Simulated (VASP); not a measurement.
The system is Ir.

```xyz
1
Lattice="-1.5255 1.5255 1.5255 1.5255 -1.5255 1.5255 1.5255 1.5255 -1.5255" Properties=species:S:1:pos:R:3 pbc="T T T"
Ir    0.0000    0.0000    0.0000
```

This isn't the form of Ir at room conditions, which is fcc.

* Program: VASP 6.6.1
* Task: relaxation of cell and atoms
* Functional: PBEsol
* Potentials or basis: VASP PAW PBE potentials, release 64 (Ir)
* Cutoff: 580 eV
* k mesh: 20 × 20 × 20
* Occupations: gaussian, width 0.1 eV
* Spin: no spin polarisation

At the start: pressure 10.2 GPa; volume 14.20 Å³/atom.

**Question.** Where does the relaxation end?

**Answer.** Over 4 steps the energy falls by 12.2 meV/atom and the volume is 14.60 Å³/atom (+2.8 %); space group Im-3m (No. 229, to 0.05 Å).

Step by step:
```csv
step,energy change (eV),largest force (eV/Å),pressure (GPa),volume (Å³)
1,0.0000,0.0000,10.17,14.20
2,0.1311,0.0000,-26.88,16.13
3,-0.0121,0.0000,-0.43,14.61
4,-0.0122,0.0000,-0.02,14.60
```

Final structure:
```
Ir
1.0
    -1.53952    1.53952    1.53952
     1.53952   -1.53952    1.53952
     1.53952    1.53952   -1.53952
Ir
1
Direct
  0.00000 0.00000 0.00000
```

Caveat: the PAW data sets were made with another functional, which shifts forces and pressure a little.
